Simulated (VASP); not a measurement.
**How a change of volume changes GaN (P6_3mc)**

Strain engineering needs slopes: what does a change of volume do to the lattice and the band edges of GaN?

Method: LDA; plane waves and PAW (Ga_d, N), in the first sound run; inputs show where later runs differ, in VASP 6.6.1.

### 1. Set-up

Symmetry: P6_3mc, No. 186, hexagonal system. Conventional cell: a = 3.189 Å, b = 3.189 Å, c = 5.185 Å, α = 90.00°, β = 90.00°, γ = 120.00°. Ga has 4 N at 1.95 Å nearest. Nearest to N lie 4 Ga at 1.95 Å. Farther neighbours and most contacts between anions are not listed.

As a file:

```
Ga N
1.0
     3.18900    0.00000    0.00000
    -1.59450    2.76176    0.00000
     0.00000    0.00000    5.18500
Ga N
2 2
Direct
  0.33333 0.66667 0.00000
  0.66667 0.33333 0.50000
  0.33333 0.66667 0.37700
  0.66667 0.33333 0.87700
```

### 2. Relax the crystal, LDA

The series starts from the cell that this level prefers, so that zero strain is near zero stress.

This step took 2 runs in a row; the last is shown.

Level: LDA; plane waves and PAW (Ga_d, N).

Input file INCAR:

```
SYSTEM = GaN
PREC = Accurate
ENCUT = 600
EDIFF = 1E-07
NELM = 120
ISMEAR = 0
SIGMA = 0.02
LREAL = .FALSE.
ALGO = Normal
GGA = CA
NBANDS = 24
LASPH = .TRUE.
LORBIT = 11
LWAVE = .FALSE.
LCHARG = .FALSE.
KPAR = 16
IBRION = 2
NSW = 40
ISIF = 3
EDIFFG = -0.005
POTIM = 0.4
```

Input file POSCAR:

```
GaN
1.0
    3.1569863172      0.0000000000      0.0000000000
   -1.5784931586      2.7340303504      0.0000000000
    0.0000000000      0.0000000000      5.1462929250
Ga N
2 2
Direct
    0.3333333333      0.6666666667      0.0002840340
    0.6666666667      0.3333333333      0.5002840340
    0.3333333333      0.6666666667      0.3767159660
    0.6666666667      0.3333333333      0.8767159660
```

Input file KPOINTS:

```
Automatic mesh
0
Gamma
11 11 6
0 0 0
```

PAW data sets: Ga_d and N (LDA family, release 64).

The run is started by

```sh
$ mpirun -np 16 vasp_std
```

The log of the run:

```text
[banner, memory and clock lines left out]
running   16 mpi-ranks, on    1 nodes
[...]
|                                                                             |
|           W    W    AA    RRRRR   N    N  II  N    N   GGGG   !!!           |
|           W    W   A  A   R    R  NN   N  II  NN   N  G    G  !!!           |
|           W    W  A    A  R    R  N N  N  II  N N  N  G       !!!           |
|           W WW W  AAAAAA  RRRRR   N  N N  II  N  N N  G  GGG   !            |
|           WW  WW  A    A  R   R   N   NN  II  N   NN  G    G                |
|           W    W  A    A  R    R  N    N  II  N    N   GGGG   !!!           |
|                                                                             |
|     For optimal performance we recommend to set                             |
|       NCORE = 2 up to number-of-cores-per-socket                            |
|     NCORE specifies how many cores store one orbital (NPAR=cpu/NCORE).      |
|     This setting can greatly improve the performance of VASP for DFT.       |
[...]
|     Unfortunately you need to use the default for GW and RPA                |
|     calculations (for HF NCORE is supported but not extensively tested      |
|     yet).                                                                   |
|                                                                             |

 LDA part: xc-table for (Slater(with rela. corr.)+CA(PZ))
 , standard interpolation
 POSCAR, INCAR and KPOINTS ok, starting setup
[...]
entering main loop
       N       E                     dE             d eps       ncg     rms          rms(c)
DAV:   1     0.288841831608E+03    0.28884E+03   -0.19784E+04  3304   0.308E+03
DAV:   2     0.410890412014E+01   -0.28473E+03   -0.27190E+03  3328   0.555E+02
DAV:   3    -0.310434465421E+02   -0.35152E+02   -0.34797E+02  3760   0.150E+02
DAV:   4    -0.320413851891E+02   -0.99794E+00   -0.99632E+00  3664   0.283E+01
[...]
DAV:  17    -0.279114099440E+02    0.34773E-05   -0.71417E-06  5096   0.255E-02    0.881E-03
DAV:  18    -0.279114096128E+02    0.33115E-06   -0.15179E-06  4936   0.113E-02    0.277E-03
DAV:  19    -0.279114095734E+02    0.39388E-07   -0.15612E-07  2080   0.356E-03
   1 F= -.27911410E+02 E0= -.27911410E+02  d E =-.279114E+02
[...]
reached required accuracy - stopping structural energy minimisation
```

Elapsed: 13 s, on 16 MPI ranks of Intel Xeon 6975P-C (Granite Rapids), shared host; peak memory 3.5 GiB.

Lines that name or quote the potential files are left out of all logs, and their timing lines are given in words.

From OUTCAR (step 2):

```text
  Total        0.0055260      0.0055260      0.0109272      0.0000000      0.0000000     -0.0000000
  in kB        0.1993194      0.1993194      0.3941395      0.0000000      0.0000000     -0.0000000
  external PRESSURE =       0.2642594 kB  Pullay stress =       0.0000000 kB

 POSITION                                       TOTAL-FORCE (eV/Angst)
 -----------------------------------------------------------------------------------
     -0.00000      1.82269      0.00146         0.000000     -0.000000      0.000813
      1.57849      0.91134      2.57461        -0.000000      0.000000      0.000813
     -0.00000      1.82269      1.93869         0.000000      0.000000     -0.000813
      1.57849      0.91134      4.51184        -0.000000      0.000000     -0.000813
 -----------------------------------------------------------------------------------
    total drift:                               -0.000000     -0.000000      0.000639

  FREE ENERGIE OF THE ION-ELECTRON SYSTEM (eV)
  ---------------------------------------------------
  free  energy   TOTEN  =       -27.9114095734 eV

  energy  without entropy=      -27.9114095734  energy(sigma->0) =      -27.91140957

 reached required accuracy - stopping structural energy minimisation

[... 3 further parts left out ...]
[key lines of the parts left out:]
E-fermi :   5.5396
```

This run gave:

| Property | Result |
| --- | --- |
| energy(sigma→0) of the program | -27.9114 eV |
| stress, compression positive | xx, yy, zz 0.02, 0.02, 0.04 GPa |
| volume | 44.419 Å³ |
| ionic steps | 1 |

### 3. Relax at fixed volume, LDA

One member in full: the volume is scaled by 1.015, and shape and atoms relax at that volume.

Level: LDA; plane waves and PAW (Ga_d, N).

INCAR, as its differences from that of step 2:

```diff
@@ -15,7 +15,7 @@
 LCHARG = .FALSE.
-KPAR = 16
+KPAR = 4
 IBRION = 2
 NSW = 40
-ISIF = 3
-EDIFFG = -0.005
+ISIF = 4
+EDIFFG = -0.004
 POTIM = 0.4
```

Input file POSCAR:

```
GaN
1.0
    3.1726929753      0.0000000000      0.0000000000
   -1.5863464877      2.7476327153      0.0000000000
    0.0000000000      0.0000000000      5.1718967938
Ga N
2 2
Direct
    0.3333333333      0.6666666667      0.0002840340
    0.6666666667      0.3333333333      0.5002840340
    0.3333333333      0.6666666667      0.3767159660
    0.6666666667      0.3333333333      0.8767159660
```

KPOINTS is that of step 2.

The run is started by

```sh
$ mpirun -np 4 vasp_std
```

The log of the run:

```text
[banner, memory and clock lines left out]
running    4 mpi-ranks, on    1 nodes
[...]
LDA part: xc-table for (Slater(with rela. corr.)+CA(PZ))
 , standard interpolation
 POSCAR, INCAR and KPOINTS ok, starting setup
[...]
entering main loop
       N       E                     dE             d eps       ncg     rms          rms(c)
DAV:   1     0.282079183704E+03    0.28208E+03   -0.19774E+04  3320   0.304E+03
DAV:   2     0.241561195675E+01   -0.27966E+03   -0.26777E+03  3376   0.541E+02
DAV:   3    -0.309872521547E+02   -0.33403E+02   -0.33020E+02  3648   0.148E+02
DAV:   4    -0.319793140952E+02   -0.99206E+00   -0.99037E+00  3848   0.280E+01
[...]
DAV:  16    -0.279061657536E+02    0.27926E-05   -0.20746E-06  3784   0.162E-02    0.218E-02
DAV:  17    -0.279061639317E+02    0.18219E-05   -0.48662E-06  5136   0.219E-02    0.501E-03
DAV:  18    -0.279061638782E+02    0.53585E-07   -0.62564E-07  3624   0.574E-03
   1 F= -.27906164E+02 E0= -.27906164E+02  d E =-.279062E+02
[...]
reached required accuracy - stopping structural energy minimisation
```

Run time: 21 s. Hardware: 4 MPI ranks; peak memory 0.78 GiB; 54 s of CPU time.

From OUTCAR (step 3):

```text
  Total       -0.8132768     -0.8132768     -0.8046622      0.0000000      0.0000000      0.0000000
  in kB      -28.9009688    -28.9009689    -28.5948365      0.0000000      0.0000000      0.0000000
  external PRESSURE =     -28.7989247 kB  Pullay stress =       0.0000000 kB

 POSITION                                       TOTAL-FORCE (eV/Angst)
 -----------------------------------------------------------------------------------
     -0.00000      1.83176      0.00147         0.000000     -0.000000     -0.002334
      1.58635      0.91588      2.58742        -0.000000      0.000000     -0.002334
     -0.00000      1.83176      1.94834        -0.000000     -0.000000      0.002334
      1.58635      0.91588      4.53428        -0.000000      0.000000      0.002334
 -----------------------------------------------------------------------------------
    total drift:                               -0.000000     -0.000000      0.000655

  FREE ENERGIE OF THE ION-ELECTRON SYSTEM (eV)
  ---------------------------------------------------
  free  energy   TOTEN  =       -27.9061638782 eV

  energy  without entropy=      -27.9061638782  energy(sigma->0) =      -27.90616388

[... 2 parts as in an earlier step ...]

[... 2 further parts left out ...]
[key lines of the parts left out:]
E-fermi :   5.3661
```

Read from the output:

* energy(sigma→0) of the program: -27.9062 eV
* stress, compression positive: xx, yy, zz -2.89, -2.89, -2.86 GPa
* ionic steps: 1

### 4. Band edges, HSE06

Short lines in KPOINTS_OPT sample the zone centre, for masses, and the other valleys.

Level: HSE06; plane waves and PAW (Ga_d, N).

Input file INCAR:

```
SYSTEM = GaN
PREC = Accurate
ENCUT = 600
EDIFF = 1E-06
NELM = 100
ISMEAR = 0
SIGMA = 0.02
LREAL = .FALSE.
ALGO = Normal
LHFCALC = .TRUE.
AEXX = 0.25
GGA = PE
HFSCREEN = 0.2
LASPH = .TRUE.
NBANDS = 23
PRECFOCK = Fast
LWAVE = .FALSE.
LCHARG = .FALSE.
KPAR = 4
```

POSCAR is that of step 3.

Input file KPOINTS:

```
Automatic mesh
0
Gamma
6 6 3
0 0 0
```

Input file KPOINTS_OPT:

```
Line mode
6
Line-mode
Reciprocal
  0.00000000   0.00000000   0.00000000
  0.00000000   0.00000000   0.04115665

  0.00000000   0.00000000   0.00000000
 -0.02524749   0.01262374   0.00000000

  0.50000000   0.00000000   0.00000000
  0.50000000   0.00000000   0.50000000

  0.33333333   0.33333333   0.00000000
  0.33333333   0.33333333   0.50000000
```

The run is started by

```sh
$ mpirun -np 4 vasp_std
```

The log of the run:

```text
[banner, memory and clock lines left out]
running    4 mpi-ranks, on    1 nodes
[...]
|                                                                             |
|               ----> ADVICE to this user running VASP <----                  |
|                                                                             |
|     You enforced a specific xc type in the INCAR file but a different       |
|     [... a line on the potential file left out ...]
|     I HOPE YOU KNOW WHAT YOU ARE DOING!                                     |
|                                                                             |

 LDA part: xc-table for (Slater+PW92), standard interpolation
 found WAVECAR, reading the header
 POSCAR, INCAR and KPOINTS ok, starting setup
[...]
reading WAVECAR
 the WAVECAR file was read successfully
 initial charge from wavefunction
 entering main loop
       N       E                     dE             d eps       ncg     rms          rms(c)
DAV:   1    -0.296132889788E+02   -0.29613E+02   -0.25239E+00   940   0.384E+01    0.123E+00
DAV:   2    -0.295928983427E+02    0.20391E-01   -0.23374E-01  1062   0.873E+00    0.828E-01
DAV:   3    -0.295801218977E+02    0.12776E-01   -0.40136E-02  1003   0.317E+00    0.486E-01
DAV:   4    -0.295793233245E+02    0.79857E-03   -0.77173E-03  1100   0.103E+00    0.263E-01
[...]
DAV:   9    -0.295787279825E+02    0.55132E-05   -0.35284E-06   793   0.191E-02    0.133E-02
DAV:  10    -0.295787263161E+02    0.16664E-05   -0.13157E-06   560   0.100E-02    0.797E-03
DAV:  11    -0.295787257614E+02    0.55465E-06   -0.46672E-07   469   0.651E-03
   1 F= -.29578726E+02 E0= -.29578726E+02  d E =-.293038E-33
 Start KPOINTS_OPT (optional k-point list driver)
k-point batch [1-14\24]
       N       E                     dE             ncg
DAV:   1     0.202172003110E+04   -0.17220E+04      668
DAV:   2    -0.247930942532E+04   -0.45010E+04      660
DAV:   3    -0.315267698731E+04   -0.67337E+03      742
DAV:   4    -0.320215409315E+04   -0.49477E+02      868
[...]
DAV:   8    -0.320339842211E+04   -0.29616E-04      702
DAV:   9    -0.320339842332E+04   -0.12136E-05      554
DAV:  10    -0.320339842344E+04   -0.12317E-06      539
k-point batch [15-24\24]
       N       E                     dE             ncg
DAV:   1     0.398568143653E+04   -0.14800E+05      483
DAV:   2     0.916640460116E+03   -0.30690E+04      481
DAV:   3     0.525298722707E+03   -0.39134E+03      495
DAV:   4     0.505769005381E+03   -0.19530E+02      628
DAV:   5     0.505303110659E+03   -0.46589E+00      593
DAV:   6     0.505291313108E+03   -0.11798E-01      745
DAV:   7     0.505291108707E+03   -0.20440E-03      579
DAV:   8     0.505291105630E+03   -0.30774E-05      501
DAV:   9     0.505291105471E+03   -0.15934E-06      412
```

Elapsed: 14 min, on 4 MPI ranks; peak memory 1.3 GiB; 37 min of CPU time.

From OUTCAR (step 4):

```text
  LATTYP: Found a hexagonal cell.
 ALAT       =     3.1726929753
 C/A-ratio  =     1.6301283591

 Subroutine GETGRP returns: Found 12 space group operations
 (whereof  6 operations were pure point group operations)

The static configuration has the point symmetry C_3v.
 The point group associated with its full space group is C_6v.

 Found     14 irreducible k-points:

   k-points           NKPTS =     14   k-points in BZ     NKDIM =    108   number of bands    NBANDS=     23

   dimension x,y,z NGX =    28 NGY =   28 NGZ =   42
   dimension x,y,z NGXF=    56 NGYF=   56 NGZF=   84

   ENCUT  =  600.0 eV  44.10 Ry    6.64 a.u.   6.34  6.34 10.33*2*pi/ulx,y,z

   NELECT =      36.0000    total number of electrons

  exchange ACFDT corr.  =         0.00000000  see jH, gK, PRB 81, 115126

 E-fermi :   4.8836

 k-point     1 :       0.0000    0.0000    0.0000
  band No.  band energies     occupation
    ...
     14       3.5861      2.00000
     15       3.5861      2.00000
     16       4.6747      2.00000
     17       4.7178      2.00000
     18       4.7178      2.00000
     19       8.0178      0.00000
     20      10.5282      0.00000
     21      15.7876      0.00000
     22      16.2876      0.00000
     23      16.2876      0.00000

 k-point     2 :       0.1667    0.0000    0.0000
  band No.  band energies     occupation
    ...
     14       1.7922      2.00000
     15       2.9342      2.00000
     16       3.0318      2.00000
     17       4.3659      2.00000
     18       4.4529      2.00000
     19       9.5583      0.00000
     20      11.8892      0.00000
     21      14.5154      0.00000
     22      15.3027      0.00000
     23      16.9408      0.00000

 POSITION                                       TOTAL-FORCE (eV/Angst)
 -----------------------------------------------------------------------------------
     -0.00000      1.83176      0.00147        -0.000000      0.000000     -0.022625
      1.58635      0.91588      2.58742         0.000000     -0.000000     -0.022625
     -0.00000      1.83176      1.94834        -0.000000     -0.000000      0.022625
      1.58635      0.91588      4.53428         0.000000     -0.000000      0.022625
 -----------------------------------------------------------------------------------
    total drift:                                0.000001     -0.000040      0.000028

  FREE ENERGIE OF THE ION-ELECTRON SYSTEM (eV)
  ---------------------------------------------------
  free  energy   TOTEN  =       -29.5787257614 eV

  energy  without entropy=      -29.5787257614  energy(sigma->0) =      -29.57872576

[... 1 part as in an earlier step ...]

[... 7 further parts left out ...]
```

Read from the output:

```
energy(sigma→0) of the program : -29.5787 eV
```

### 5. The whole series

Hybrid runs start from orbitals of a short LDA run, not shown.

Runs beyond LDA use the data sets made with LDA; this shifts their levels slightly, and their total energies have another zero.

The other members went through these steps as far as the tables show, with the same cutoff and, step by step, the same mesh; 26 runs are not shown. The session took 10.0 core hours (wall time by ranks) on a shared machine.

```
volume over the relaxed volume  volume (Å³/atom)  pressure (GPa)  energy above the unstrained row (meV/atom)  gap on the mesh, LDA (eV)
                         0.940            10.438          14.352                                      29.102                      2.527
                         0.955            10.605          10.326                                      16.089                      2.421
                         0.970            10.772           6.609                                       7.117                      2.318
                         0.985            10.938           3.183                                       1.848                      2.215
                             1            11.105           0.026                                       0.000                      2.113
                         1.015            11.271          -2.880                                       1.311                      2.013
                         1.030            11.438          -5.576                                       5.539                      1.914
                         1.045            11.604          -8.054                                      12.450                      1.817
                         1.060            11.771         -10.339                                      21.843                      1.721
```

A cubic of the pressure in ln(V/V₀) through all rows has the slope −B at V₀: B = 202 GPa, and its curvature gives B′ = 4.4.

Band edges at HSE06, counted from the valence-band top at Γ, with one row partly withheld:

```
volume over the relaxed volume  gap (eV)  conduction band at Γ (eV)  lowest conduction level on M–L (eV)  second valence level below the top (eV)  third valence level below the top (eV)
                         0.940     3.892                      3.892                                5.724                                    0.000                                   0.059
                         0.955     3.771                      3.771                                5.671                                    0.000                                   0.055
                         0.970     3.652                      3.652                                5.620                                    0.000                                   0.050
                         0.985         ?                          ?                                5.567                                    0.000                                   0.047
                             1     3.416                      3.416                                5.514                                    0.000                                   0.044
                         1.015     3.300                      3.300                                5.460                                    0.000                                   0.043
                         1.030     3.186                      3.186                                5.407                                    0.000                                   0.040
                         1.045     3.074                      3.074                                5.353                                    0.000                                   0.038
                         1.060     2.963                      2.963                                5.300                                    0.000                                   0.036
```

Conduction masses, in electron masses:

```csv
volume over the relaxed volume,"conduction mass at Γ, along the strain axis or the normal of the plane","conduction mass at Γ, across the strain axis or in the plane"
0.940,0.219,0.246
0.955,0.212,0.237
0.970,0.206,0.230
0.985,0.202,0.224
1,0.197,0.219
1.015,0.191,0.214
1.030,0.185,0.205
1.045,0.181,0.200
1.060,0.174,0.193
```

### 6. Fit and prediction

The quantity to fit is the conduction level at Γ above the mean of the three top valence levels at HSE06: 3.912, 3.789, 3.668, 3.431, 3.314, 3.199, 3.086, 2.975 eV in the rows shown.

A least-squares parabola through the 8 rows shown, with u the logarithm of the volume ratio: E = − 0.3846 u² − 7.803 u + 3.431 (eV), r.m.s. residual 1.9e-4 eV.

For the withheld row, u = -0.01511, the fit gives 3.5485 eV.

### 7. Prediction against calculation

The calculation gives 3.5487 eV, so the prediction is 0.0002 eV too low.

### 8. Outcome

```yaml
bulk_modulus: 202 GPa
gap_of_the_unstrained_cell_hse06: 3.42 eV
de_d_ln_v_of_the_conduction_level_at_gamma_above_the_mean_of_the_three_top_valence_levels_hse06: -7.80 eV
error_of_the_predicted_row: -0.2 meV
```

What this shows: The slope of the energy gives 0.21 GPa at the relaxed volume where the pressure column has 0.03 GPa, a mark of the finite basis. At HSE06 the lowest conduction valley is Γ throughout, and the gap runs between 2.96 and 3.89 eV. Hole masses are left out throughout, since the top bands are degenerate or cross in many series; of conduction masses, those of the Γ, L and (for Si and Ge under (001) strain) Δ valleys are kept where they change by under an eighth between rows. A measured gap of unstrained GaN is 3.4 eV (arxiv:cond-mat/0412304, experimental optical band gap (direct, Gamma), temperature not given); the static gaps here belong to the lattice relaxed at LDA. HSE06 ran on a coarser mesh than the semilocal levels. Spin-orbit coupling is left out at HSE06, so the valence splittings there lack it. Temperature, zero-point motion and excitons are left out.

[Lines on the potential files, build, host, timing and source positions are cut from VASP's logs without a mark.]

[Logs are printed without paths, hosts, clocks, repeated set-up lines and the standing remarks that a program may print on its own settings, such as how far it seeks lower states.]

[Hosts, paths, dates, database ids (printed as entryN), source tags and the programs' standing remarks are cut or masked in the printed files.]

[In band tables of VASP the shares of atoms and orbitals are scaled to a sum of 1 inside the atoms' spheres.]
